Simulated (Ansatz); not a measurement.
Wanted: the native input for an Ansatz 0.2.0 run.

| Quantity | Value |
| --- | --- |
| Task | band structure |
| Functional | PBE |
| Potentials or basis | Ansatz PAW earlier set |
| Cutoff | 900 eV |
| Density cutoff | 3600 eV |
| k mesh | 7 × 7 × 7 |
| Occupations | fermi-dirac, width 0.05 eV |
| Spin | no spin polarisation |
| Path | [["G", "X", "M", "G", "R", "X"], ["M", "R"]] |
| Points for each segment of the path | 14 |

KTaO3:

```
Ta K O
1.0
     3.98830    0.00000    0.00000
     0.00000    3.98830    0.00000
     0.00000    0.00000    3.98830
Ta K O
1 1 3
Direct
  0.00000 0.00000 0.00000
  0.50000 0.50000 0.50000
  0.00000 0.00000 0.50000
  0.00000 0.50000 0.00000
  0.50000 0.00000 0.00000
```

These files were run (other wordings do the same):

input.yaml

```yaml
crystal:
  lattice:
    - [3.9883, 0.0, 0.0]
    - [0.0, 3.9883, 0.0]
    - [0.0, 0.0, 3.9883]
  atoms:
    - { symbol: Ta, position: [0.0, 0.0, 0.0] }
    - { symbol: K, position: [0.5, 0.5, 0.5] }
    - { symbol: O, position: [0.0, 0.0, 0.5] }
    - { symbol: O, position: [0.0, 0.5, 0.0] }
    - { symbol: O, position: [0.5, 0.0, 0.0] }
hamiltonian:
  xc: pbe
  pseudopotentials: { kind: paw, level: accurate }
kpoints:
  mp_grid: { grid: [7, 7, 7] }
  band_path:
    path:
      - [[0.0, 0.0, 0.0], [0.0, 0.5, 0.0], [0.5, 0.5, 0.0], [0.0, 0.0, 0.0], [0.5, 0.5, 0.5], [0.0, 0.5, 0.0]]
      - [[0.5, 0.5, 0.0], [0.5, 0.5, 0.5]]
    npoints: 14
scf:
  occupations: { method: fermi_dirac, width: 0.05 }
  n_extra_bands: 12
output:
  forces: true
  stress: true
  eigenvalues: true
  fatbands: false
```

Potentials or basis: Ansatz PAW earlier set.

Command:

```console
$ ansatz run input.yaml --threads 2 --pin off --max-ram 5120MiB --backend cpu --events-out ev --progress --plain --runs-dir out
```

Results of the run:

| Quantity | Value |
| --- | --- |
| Pressure | 5.5 GPa |
| Band gap on the k mesh | 2.29 eV, indirect (least direct gap 2.83 eV) |
| Band gap along the path | 2.23 eV, indirect (least direct gap 2.83 eV) |

Caveat: the k mesh misses the band edges, so the gap on the mesh is wider than the one along the path; spin-orbit coupling is left out, which moves the levels of the heavy elements.

Wall time 15 s on 2 threads of Arm Neoverse V1 (shared host), peak memory 0.62 GiB.
